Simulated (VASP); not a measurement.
# Sb (Fm-3m) in VASP: RPA correlation energy with PBE

Aim: the RPA correlation energy of Sb with PBE.

All numbers are computed with VASP 6.6.1; they aren't measurements. Logs are shortened: lines on timing, memory, paths and dates and some standing lists are left out, and cuts for length are marked.

**1. The undisturbed crystal**

Symmetry: Fm-3m, No. 225, cubic system. Conventional cell: a = 4.742 Å, b = 4.742 Å, c = 4.742 Å, α = 90.00°, β = 90.00°, γ = 90.00°. Sb (site symmetry m-3m) is surrounded by 12 Sb at 3.35 Å.

This isn't the form of Sb at room conditions, which is rhombohedral.

**2. RPA correlation energy, PBE (volume scaled by 0.96)**

The input, POSCAR:

```
Sb
1.0
    0.0000000000      2.3391947752      2.3391947752
    2.3391947752      0.0000000000      2.3391947752
    2.3391947752      2.3391947752      0.0000000000
Sb
1
Direct
    0.0000000000      0.0000000000      0.0000000000
```

The input, INCAR.step1:

```
SYSTEM = Sb
PREC     = Accurate       ! precision mode
ENCUT    = 400            ! plane-wave cutoff, eV
EDIFF    = 1E-8           ! SCF threshold, eV
ISMEAR   = 0              ! smearing method
SIGMA    = 0.05           ! smearing width, eV
LREAL    = .FALSE.        ! projectors in reciprocal space
LASPH    = .TRUE.         ! aspherical terms in the spheres
NELM     = 100            ! most SCF steps
ALGO     = Normal         ! electronic algorithm
LWAVE    = .TRUE.         ! write WAVECAR
LCHARG   = .FALSE.        ! write CHGCAR
GGA      = PE             ! functional
```

The input, INCAR.step2:

```
SYSTEM = Sb
PREC     = Accurate       ! precision mode
ENCUT    = 400            ! plane-wave cutoff, eV
EDIFF    = 1E-8           ! SCF threshold, eV
ISMEAR   = 0              ! smearing method
SIGMA    = 0.05           ! smearing width, eV
LREAL    = .FALSE.        ! projectors in reciprocal space
LASPH    = .TRUE.         ! aspherical terms in the spheres
NELM     = 1              ! most SCF steps
ALGO     = EIGENVAL       ! electronic algorithm
LWAVE    = .FALSE.        ! write WAVECAR
LCHARG   = .FALSE.        ! write CHGCAR
GGA      = PE             ! functional
LHFCALC  = .TRUE.         ! exact exchange
AEXX     = 1.0            ! exact-exchange fraction
ALDAC    = 0.0          
AGGAC    = 0.0          
ISTART   = 1            
PRECFOCK = Fast
```

The input, INCAR.step3:

```
SYSTEM = Sb
PREC     = Accurate       ! precision mode
ENCUT    = 400            ! plane-wave cutoff, eV
EDIFF    = 1E-8           ! SCF threshold, eV
ISMEAR   = 0              ! smearing method
SIGMA    = 0.05           ! smearing width, eV
LREAL    = .FALSE.        ! projectors in reciprocal space
LASPH    = .TRUE.         ! aspherical terms in the spheres
NELM     = 1              ! most SCF steps
ALGO     = Exact          ! electronic algorithm
LWAVE    = .TRUE.         ! write WAVECAR
LCHARG   = .FALSE.        ! write CHGCAR
GGA      = PE             ! functional
NBANDS   = 483            ! bands
LOPTICS  = .TRUE.         ! frequency-dependent dielectric function
ISTART   = 1
```

The input, INCAR.step4:

```
SYSTEM = Sb
PREC     = Accurate       ! precision mode
ENCUT    = 400            ! plane-wave cutoff, eV
EDIFF    = 1E-8           ! SCF threshold, eV
ISMEAR   = 0              ! smearing method
SIGMA    = 0.05           ! smearing width, eV
LREAL    = .FALSE.        ! projectors in reciprocal space
LASPH    = .TRUE.         ! aspherical terms in the spheres
NELM     = 100            ! most SCF steps
ALGO     = ACFDT          ! electronic algorithm
LWAVE    = .FALSE.        ! write WAVECAR
LCHARG   = .FALSE.        ! write CHGCAR
GGA      = PE             ! functional
NBANDS   = 483            ! bands
ENCUTGW  = 200            ! cutoff of the response function
NOMEGA   = 12             ! frequency points
ISTART   = 1            
PRECFOCK = Fast
```

The input, KPOINTS:

```
regular mesh
0
G
  4 4 4
  0 0 0
```

Potentials or basis: VASP PAW PBE potentials, release 64 (Sb_d_GW).

Run with:

```console
$ cat potpaw_PBE.64/Sb_d_GW/POTCAR > POTCAR
$ cp INCAR.step1 INCAR
$ mpirun -np 1 vasp_std > vasp.out
$ cp INCAR.step2 INCAR
$ mpirun -np 1 vasp_std > vasp.out
$ cp INCAR.step3 INCAR
$ mpirun -np 1 vasp_std > vasp.out
$ cp INCAR.step4 INCAR
$ mpirun -np 1 vasp_std > vasp.out
```

OUTCAR:

```text
SYSTEM = Sb
   PREC = Accurate
   ENCUT = 400
   EDIFF = 1E-8
   ISMEAR = 0
   LREAL = .FALSE.
   LASPH = .TRUE.
   NELM = 100
   GGA = PE
   ENCUTGW = 200
   ISTART = 1
   PRECFOCK = Fast

 ion  position               nearest neighbor table
   1  0.000  0.000  0.000-

  LATTYP: Found a face centered cubic cell.
 ALAT       =     4.6783895504

  Lattice vectors:

 A1 = (   0.0000000000,   2.3391947752,   2.3391947752)
 A2 = (   2.3391947752,   0.0000000000,   2.3391947752)
 A3 = (   2.3391947752,   2.3391947752,   0.0000000000)

Analysis of symmetry for initial positions (statically):
=====================================================================
 Subroutine PRICEL returns:
 Original cell was already a primitive cell.

 Routine SETGRP: Setting up the symmetry group for a
 face centered cubic supercell.

 Subroutine GETGRP returns: Found 48 space group operations
 (whereof 48 operations were pure point group operations)
 out of a pool of 48 trial point group operations.

The static configuration has the point symmetry O_h .

Analysis of symmetry for dynamics (positions and initial velocities):
=====================================================================
 Subroutine PRICEL returns:
 Original cell was already a primitive cell.

 Routine SETGRP: Setting up the symmetry group for a
 face centered cubic supercell.

 Subroutine GETGRP returns: Found 48 space group operations
 (whereof 48 operations were pure point group operations)
 out of a pool of 48 trial point group operations.

The dynamic configuration has the point symmetry O_h .

 Subroutine INISYM returns: Found 48 space group operations
 (whereof 48 operations are pure point group operations),
 and found     1 'primitive' translations

----------------------------------------------------------------------------------------

                                     Primitive cell

  volume of cell :      25.5994

  direct lattice vectors                    reciprocal lattice vectors
     0.000000000  2.339194775  2.339194775    -0.213748767  0.213748767  0.213748767
     2.339194775  0.000000000  2.339194775     0.213748767 -0.213748767  0.213748767
     2.339194775  2.339194775  0.000000000     0.213748767  0.213748767 -0.213748767

  length of vectors
     3.308120976  3.308120976  3.308120976     0.370223725  0.370223725  0.370223725

  position of ions in fractional coordinates (direct lattice)
     0.000000000  0.000000000  0.000000000

  ion indices of the primitive-cell ions
   primitive index   ion index
                 1           1

----------------------------------------------------------------------------------------

 KPOINTS: regular mesh

Automatic generation of k-mesh.
 Grid dimensions read from file:
 generate k-points for:    4    4    4

 Generating k-lattice:

  Cartesian coordinates                     Fractional coordinates (reciprocal lattice)
    -0.053437192  0.053437192  0.053437192     0.250000000  0.000000000  0.000000000
     0.053437192 -0.053437192  0.053437192     0.000000000  0.250000000  0.000000000
     0.053437192  0.053437192 -0.053437192     0.000000000  0.000000000  0.250000000

  Length of vectors
     0.092555931  0.092555931  0.092555931

  Shift w.r.t. Gamma in fractional coordinates (k-lattice)
     0.000000000  0.000000000  0.000000000

 Subroutine IBZKPT returns following result:
 ===========================================

 Found      8 irreducible k-points:

 Following reciprocal coordinates:
            Coordinates               Weight
  0.000000  0.000000  0.000000      1.000000
  0.250000  0.000000  0.000000      8.000000
  0.500000  0.000000  0.000000      4.000000
  0.250000  0.250000  0.000000      6.000000
  0.500000  0.250000  0.000000     24.000000
 -0.250000  0.250000  0.000000     12.000000
  0.500000  0.500000  0.000000      3.000000
 -0.250000  0.500000  0.250000      6.000000
   k-points           NKPTS =      8   k-points in BZ     NKDIM =     64   number of bands    NBANDS=    483
   number of dos      NEDOS =    301   number of ions     NIONS =      1
   total plane-waves  NPLWV =  13824
   dimension x,y,z NGX =    24 NGY =   24 NGZ =   24
   dimension x,y,z NGXF=    48 NGYF=   48 NGZF=   48
   ions per type =               1
   NGX,Y,Z   is equivalent  to a cutoff of  12.06, 12.06, 12.06 a.u.
   NGXF,Y,Z  is equivalent  to a cutoff of  24.12, 24.12, 24.12 a.u.
 SYSTEM =  Sb
   PREC   = accura    normal or accurate (medium, high low for compatibility)
   ISTART =      1    job   : 0-new  1-cont  2-samecut
   ICHARG =      0    charge: 1-file 2-atom 10-const
   ISPIN  =      1    spin polarized calculation?
   LNONCOLLINEAR =      F non collinear calculations
   LSORBIT =      F    spin-orbit coupling
   LASPH  =      T    aspherical Exc in radial PAW
   ENCUT  =  400.0 eV  29.40 Ry    5.42 a.u.   5.39  5.39  5.39*2*pi/ulx,y,z
   NELM   =    100;   NELMIN=  2; NELMDL=  0     # of ELM steps
   EDIFF  = 0.1E-07   stopping-criterion for ELM
   LREAL  =      F    real-space projection
   EDIFFG = 0.1E-06   stopping-criterion for IOM
   NSW    =      0    number of steps for IOM
   IBRION =     -1    ionic relax: 0-MD 1-quasi-New 2-CG
   NFREE  =      0    steps in history (QN), initial steepest desc. (CG)
   ISIF   =      0    stress and relaxation
   ISYM   =      3    0-nonsym 1-usesym 2-fastsym
   POTIM  = 0.5000    time-step for ionic-motion
   TEBEG  =    0.0;   TEEND  =   0.0 temperature during run
   PSTRESS=    0.0 pullay stress
   NELECT =      15.0000    total number of electrons
   NUPDOWN=      -1.0000    fix difference up-down
   EMIN   =  10.00;   EMAX   =-10.00  energy-range for DOS
   EFERMI =   0.00;   METHOD = LEGACY
   ISMEAR =     0;   SIGMA  =   0.05  broadening in eV -4-tet -1-fermi 0-gaus
   EFERMI_NEDOS =   21; number of points for ismear=-14 and -15
   IALGO  =     38    algorithm
   IMIX   =      4    mixing-type and parameters
     AMIX     =   0.40;   BMIX     =  1.00
     AMIX_MAG =   1.60;   BMIX_MAG =  1.00
  volume/ion in A,a.u.               =      25.60       172.75
  Fermi-wavevector in a.u.,A,eV,Ry     =   1.369921  2.588775 25.533831  1.876684
  Thomas-Fermi vector in A             =   2.495753
   LORBIT       =      0    0 simple, 1 ext, 2 COOP (PROOUT), +10 PAW based schemes
   GGA     = PE    functional components
   LHFCALC =     T    Hartree Fock is set to
   PRECFOCK=fast      Normal, Fast or Accurate (Low or Medium for compatibility)
   ENCUT4O =  -1.0   cutoff for four orbital integrals eV
   NKREDX  =     1    reduce k-point grid by
   NKREDY  =     1    reduce k-point grid by
   NKREDZ  =     1    reduce k-point grid by
   AEXX    =    1.0000 exact exchange contribution
   HFSCREEN=    0.0000 screening length (either q_TF or 0.3 A-1)
   HFSCREENC=   0.0000 screening length for correlation (either q_TF or 0.3 A-1)
   ENCUTFOCK=  -1.0 apply spherical cutoff to Coloumb kernel
   IVDW    =     0    specifies the selected vdW correction
   LEPSILON=     F    determine dielectric tensor
   LRPA    =     F    only Hartree local field effects (RPA)
   LRPAFORCE           =     F    calculate RPA forces
   ENCUTGW             = 200.0    cutoff for response function in eV
   ENCUTGWSOFT         = 160.0    soft cutoff for Coulomb kernel in GW response function in eV
   ENCUTLF             =  -1.0    cutoff for local field effects
   NELMGW              =     1    number of iterations in solving QP/BSE equation
   NELMHF              =     1    number of iterations in the inner HF iteration
   NKREDLFX            =     1    NKREDLFY  =   1   NKREDLFZ  =   1
 non-spin polarized calculation
 Gauss-broadening in eV      SIGMA  =   0.05
  energy-cutoff  :      400.00
  volume of cell :       25.60
 maximum number of plane-waves:       483
 NGX is ok and might be reduce to    24
  NGX = 12; NGY = 12; NGZ = 12
   NGX = 11   NGY = 11   NGZ = 11
 maximum number of plane-waves:       174

      cutoff energy     smooth cutoff   RPA   correlation   Hartree contr. to MP2
---------------------------------------------------------------------------------
            200.000           160.000      -18.1183059984      -31.1124996265
            190.476           152.381      -17.9726847882      -30.9159212497
            181.406           145.125      -17.8146373545      -30.7012302596
            172.768           138.214      -17.6439150426      -30.4685087217
            164.541           131.632      -17.4616260633      -30.2190470354
            156.705           125.364      -17.2708060752      -29.9569934046
            149.243           119.394      -17.0644553715      -29.6735137334
            142.136           113.709      -16.8480740742      -29.3755694095
  linear regression
  converged value                          -20.0171879355      -33.7131638569
```

Run time: 12 min. Hardware: 1 thread of AMD EPYC, shared host; peak memory 0.37 GiB.

What came out:

```
Band gap on the k mesh, mean-field level : none (metal or under the smearing width)
RPA correlation energy                   : -20.017 eV/atom
RPA total energy per cell                : -26.994 eV
RPA correlation energy per cell          : -20.017 eV
```

Levels at points of the mesh, in eV from the Fermi level:
```csv
k point,band 5,band 6,band 7,band 8,band 9,band 10
"(0.00, 0.00, 0.00)",-28.61,-12.60,6.42,6.42,6.42,10.97
"(0.50, 0.00, 0.00)",-28.56,-8.55,-5.41,4.60,4.60,9.47
"(0.50, 0.50, 0.00)",-28.55,-6.79,-4.46,1.12,1.12,4.97
```

Caveat: the k mesh is coarse (spacing up to 0.58 Å⁻¹), so the values aren't converged; the ground state has no gap, which makes the many-body step unreliable. Spin-orbit coupling is left out, which matters for the levels of Sb.
